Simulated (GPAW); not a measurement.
Set up this calculation in GPAW 26.7.0, as an ASE script.

```yaml
Task: relaxation of cell and atoms
Functional: BLYP
Dispersion: D4
Potentials_or_basis: PAW data sets generated in the run's folder for this functional
Cutoff: 600 eV
Basis: pw
k_mesh: 11 × 11 × 11
Occupations: fermi-dirac, width 0.05 eV
Spin: no spin polarisation
Eigensolver: davidson
Maxiter: 150
Optimizer: BFGS
Fmax: 0.05 eV/Å
Max_steps: 40
Convergence: density=1e-05 forces=0.0001
```

The structure of Ta lies in POSCAR:

```
Ta
1.0
   -1.6512800000      1.6512800000      1.6512800000
    1.6512800000     -1.6512800000      1.6512800000
    1.6512800000      1.6512800000     -1.6512800000
Ta
1
Direct
    0.0000000000      0.0000000000      0.0000000000
```

These files were run (other wordings do the same):

run.py

```python
from ase.calculators.mixing import SumCalculator
from ase.filters import FrechetCellFilter
from ase.io import read, write
from ase.optimize import BFGS
from dftd4.ase import DFTD4
from gpaw import GPAW, PW, setup_paths

setup_paths.insert(0, '.')

atoms = read('POSCAR')

calc = GPAW(mode=PW(600),
            xc='BLYP',
            kpts={'size': (11, 11, 11), 'gamma': True},
            occupations={'name': 'fermi-dirac', 'width': 0.05},
            nbands=15,
            convergence={'density': 1e-05, 'forces': 0.0001},
            eigensolver='davidson',
            maxiter=150,
            txt='gpaw.txt')
atoms.calc = SumCalculator([calc, DFTD4(method='blyp')])
opt = BFGS(FrechetCellFilter(atoms), trajectory='relax.traj', logfile='-')
done = opt.run(fmax=0.05, steps=40)
calc.write('gs.gpw')
write('result.traj', atoms)
print('Converged:', done)
print('Cell:', atoms.cell.cellpar().round(4))
print('Volume:', round(atoms.get_volume(), 4))
print(atoms.get_scaled_positions().round(5))
```

Potentials or basis: PAW data sets generated in the run's folder for this functional, pw.

Command:

```bash
$ gpaw-setup -f BLYP Ta
$ OMP_NUM_THREADS=1 python run.py
```

Results of the run:

| Quantity | Value |
| --- | --- |
| Relaxed volume | 18.29 Å³/atom |
| Relaxed cell | a = 2.875 Å, b = 2.875 Å, c = 2.875 Å, α = 109.47°, β = 109.47°, γ = 109.47° |
| Space group after relaxing (to 0.05 Å) | Im-3m (No. 229) |
| Energy gained by relaxing | 2.8 meV/atom |
| Ionic steps | 2 |
| Pressure after relaxing | 0.1 GPa |
| Band gap on the k mesh | none (metal or under the smearing width) |
| Dispersion energy per atom | -0.575 eV |

Caveat: later steps reuse the first step's grids; pairwise dispersion overbinds metals, which lowers pressure and volume.

It took 29 s on 1 thread of Arm Neoverse V1 (shared host), peak memory 0.15 GiB.
